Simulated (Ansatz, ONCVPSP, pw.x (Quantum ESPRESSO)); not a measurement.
Equation-of-state test of one ONCV potential (Os (Z = 76))

ONCVPSP 4.0.1 input, shortened (lines: element, Z, core and valence counts, functional; n l f; lmax; l rc ep ncon nbas qcut; lloc lpopt rc5 dvloc0; l nproj debl; icmod fcfact rcfact), PBE, scalar-relativistic:

```
  Os 76.00   10    5        4      upf
    1    0    2.00
    2    0    2.00
    2    1    6.00
    3    0    2.00
    3    1    6.00
    3    2   10.00
    4    0    2.00
    4    1    6.00
    4    2   10.00
    4    3   14.00
    5    0    2.00
    5    1    6.00
    5    2    6.00
    6    0    1.50
    6    1    0.50
    2
    0    1.90    0.00    4    9    5.20
    1    2.35    0.00    5    8    6.60
    2    1.85    0.00    4    9    7.40
    4    5    1.15    0.00
    0    2    0.60
    1    2    3.30
    2    2    0.90
    3    5.25    1.75
```

Atomic tests: cutoffs needed: 17 Ha and 21 Ha (the cutoffs (Ha) at which the residual kinetic energy of the hardest occupied pseudo-wave falls to 1 and 0.1 mHa per electron); ghost test: no bound ghost flagged; GHOST(+) flagged for s at 64.3 eV; largest excitation error: -45 meV (all-electron minus pseudo) for 5s2 5p6 5d6 6s0 6p0, out of 4 test configurations.

Crystal test: bcc Os in pw.x 7.5, no spin, 15³ k-points, Fermi–Dirac smearing 0.01 Ry, cutoffs 50/200 Ry. The reference is all-electron LAPW (Ansatz 0.2.0) with the same functional, mesh and smearing; V0 and B0 come from Birch–Murnaghan fits to the pressures at five volumes. Errors are pseudo minus all-electron; Δ is the rms difference of the E(V) curves that follow from these fits, minima aligned, over ±6 % about the mean V0. Mesh and smearing are coarse, so the numbers serve the comparison and aren't converged zero-temperature values; the lattice is a test structure that the element need not adopt.

| V (Å³/atom) | P all-electron (GPa) | P pseudo (GPa) |
| --- | --- | --- |
| 14.054 | 20.14 | 15.07 |
| 14.424 | 9.33 | 4.81 |
| 14.794 | -0.02 | -4.07 |
| 15.164 | -8.10 | -11.71 |
| 15.534 | -15.08 | -18.33 |

All-electron: a0 = 3.093 Å (V0 = 14.79 Å³/atom), B0 = 347.4 GPa.

Pseudopotential: mean pressure error (GPa): -4.10; a0 (Å): 3.081; a0 error (%): -0.40; B0 error (%): +0.4; Δ (meV/atom): 13.4.

Q: At the middle volume, how do free energy and pressure move when the wave cutoff is lowered (ecutrho kept at four times it)?

A:

```csv
cutoff (Ry),shift of F (meV/atom),shift of P (GPa)
22,+4545.6,-198.03
30,+524.4,-31.76
40,+30.6,-2.43
```

The run at the middle volume (120 k-points, 8 iterations) took about 11 s on one core of a shared host (Intel(R) Xeon(R) Platinum 8488C, 192 threads, 744 GiB, load 32).
